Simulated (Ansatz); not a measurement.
# Al2O3: the cost of one run

Method: DFT PBE+D3(BJ), scalar-relativistic, plane waves, PAW, in Ansatz 0.2.0.

2 further runs of the same task are left out: 2 that didn't finish.

## (1) The starting structure

The structure is hexagonal, space group P-6m2 (No. 187). Conventional cell: a = 2.884 Å, b = 2.884 Å, c = 9.337 Å, α = 90.00°, β = 90.00°, γ = 120.00°. Al (site symmetry 3m) has 6 O at 1.80 to 2.18 Å as nearest neighbours. O (site symmetry 3m) has 3 Al at 1.80 Å as nearest neighbours. O (site symmetry -6m2) has 6 Al at 2.18 Å as nearest neighbours.

As a file:

```xyz
5
Lattice="2.8843 0.0000 0.0000 -1.4422 2.4979 0.0000 0.0000 0.0000 9.3368" Properties=species:S:1:pos:R:3 pbc="T T T"
Al    0.0000    0.0000    1.4004
Al    0.0000    0.0000    7.9363
O     0.0000    1.6653    2.0757
O     1.4422    0.8326    0.0000
O     0.0000    1.6653    7.2610
```

Source of the structure: the Materials Project (structure only).

## (2) Quick check of gap, pressure and forces

input.yaml reads:

```yaml
crystal:
  lattice:
    - [2.8843249483, 0.0, 0.0]
    - [-1.4421624742, 2.497898678, 0.0]
    - [0.0, 0.0, 9.33675446]
  atoms:
    - { symbol: Al, position: [0.0, 0.0, 0.14999233] }
    - { symbol: Al, position: [0.0, 0.0, 0.85000767] }
    - { symbol: O, position: [0.33333333, 0.66666667, 0.22231692] }
    - { symbol: O, position: [0.66666667, 0.33333333, 0.0] }
    - { symbol: O, position: [0.33333333, 0.66666667, 0.77768308] }
basis:
  ecutwfc: 420
kpoints:
  mp_grid: { grid: [6, 6, 2] }
hamiltonian:
  xc: pbe
  dispersion: d3bj
scf:
  occupations: { method: gaussian, width: 0.1 }
output:
  forces: true
  stress: true
  eigenvalues: true
```

Run with:

```bash
$ ansatz run input.yaml --threads 1 --pin off --max-ram 2560MiB --backend cpu --events-out ev --progress --plain --runs-dir out
```

What time and memory should one allow on 1 thread of Intel Xeon at 2.50GHz (Skylake/Cascade Lake), shared host?

About 3.2 s, with a peak of 0.32 GiB.
